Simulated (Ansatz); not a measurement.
Input and command of a calculation in Ansatz (plane waves; scalar-relativistic PAW potentials unless the input names others):

```yaml
crystal:
  lattice:
    - [2.9366245602, 0.0, 0.0]
    - [-1.4683122801, 2.5431914705, 0.0]
    - [0.0, 0.0, 9.5660457128]
  atoms:
    - { symbol: Ag, position: [0.0, 0.0, 0.0] }
    - { symbol: Ag, position: [0.3333333333, 0.6666666667, 0.25] }
    - { symbol: Ag, position: [0.0, 0.0, 0.5] }
    - { symbol: Ag, position: [0.6666666667, 0.3333333333, 0.75] }
basis:
  ecutwfc: 420
kpoints:
  mp_grid: { grid: [18, 18, 5] }
hamiltonian:
  xc: pbe
scf:
  occupations: { method: gaussian, width: 0.1 }
  algorithm: density_mixing
output:
  forces: true
  eigenvalues: true
  stress: true
```

```bash
ansatz run input.yaml --threads 1 --pin off --max-ram 2560MiB --backend cpu --events-out ev --progress --plain --runs-dir out
```

Abridged log:
```
Basis set: ecut = 420 eV, 1387 PW (Γ), exchange–correlation on 40×40×128 points (8 copies of the dense FFT grid, shifted against one another)
Bands: 46, of which v1, the nominal top of the filled ones, is band 38 counted from 1 (37 counted from 0)
Symmetry: 24 space group operations
k-points: 111 of 1620
SCF iter   1: F=—  HF=-30362.204870 eV  |F-HF|=—  |Δ(HF+E_count)|=         —  Δρ=1.05e-3  dr2=3.14e-4  ethr=1.77e-3  ⟨swp⟩=5.4  Hψ=16190  notcnv=0  defer=117
SCF iter   2: F=—  HF=-30362.206537 eV  |F-HF|=—  |Δ(HF+E_count)|=   1.67e-3  Δρ=6.18e-4  dr2=1.08e-4  ethr=4.13e-7  ⟨swp⟩=2.7  Hψ=10476  notcnv=0  defer=134
SCF iter   3: F=—  HF=-30362.206722 eV  |F-HF|=—  |Δ(HF+E_count)|=   1.86e-4  Δρ=1.12e-4  dr2=1.21e-5  ethr=1.42e-7  ⟨swp⟩=2.0  Hψ=7257  notcnv=0  defer=134
SCF iter   4: F=—  HF=-30362.206635 eV  |F-HF|=—  |Δ(HF+E_count)|=   8.77e-5  Δρ=4.10e-5  dr2=1.28e-6  ethr=1.60e-8  ⟨swp⟩=2.1  Hψ=7214  notcnv=0  defer=134
SCF iter   5: F=—  HF=-30362.206635 eV  |F-HF|=—  |Δ(HF+E_count)|=   2.29e-7  Δρ=9.27e-6  dr2=1.42e-7  ethr=1.68e-9  ⟨swp⟩=2.4  Hψ=7069  notcnv=0  defer=134
SCF iter   6: F=-30362.206635 eV  HF=-30362.206635 eV  |F-HF|=5.06e-9  |Δ(HF+E_count)|=   2.52e-8  Δρ=3.18e-6  dr2=1.00e-8  ethr=1.32e-10  ⟨swp⟩=8.4  Hψ=19791  notcnv=0
SCF 1 converged in 6 iterations: F = -30362.206635 eV  dr2 = 1.00e-8
SCF converged after 6 iterations
Free energy (F): -30362.206635 eV
Harris-Foulkes:  -30362.206635 eV  (|F-HF|=5.06e-9)
Internal energy: -30362.199124 eV  (E = F + TS)
E sigma→0 (E₀):  -30362.202879 eV
Entropy (-TS):   -0.007511 eV (-1.878 meV/atom)
Fermi energy:    16.322458 eV
--- Forces (eV/Å), atoms counted from 1 ---
  atom   1  Ag     0.00000000     0.00000000     0.00000000
  atom   2  Ag     0.00000000     0.00000000     0.00000000
  atom   3  Ag     0.00000000     0.00000000     0.00000000
  atom   4  Ag     0.00000000     0.00000000     0.00000000
--- Stress (GPa, compression-positive) ---
        0.017945       0.000000       0.000000
        0.000000       0.017945       0.000000
        0.000000       0.000000       0.001171
  P = ⅓ Tr σ = 0.0124 GPa (0.124 kbar)
```

Apart from outputs, empty bands and the relaxation, which only the reference makes, the input differs from a reference run on usual settings in scf.algorithm: not typed → "density_mixing". The reference, at the same geometry, ended its own course with pressure 0.01 GPa, largest force 0.000 eV/Å, no gap on the mesh. This run converged in 6 SCF iterations with an energy at zero smearing within 0.01 meV/atom of the reference's, pressure 0.01 GPa, largest force 0.000 eV/Å, no gap on the mesh.

The run took 13 s on 1 thread of Intel(R) Xeon(R) Platinum 8259CL CPU @ 2.50GHz (Skylake/Cascade Lake), with other jobs on the host, peak memory 0.63 GiB.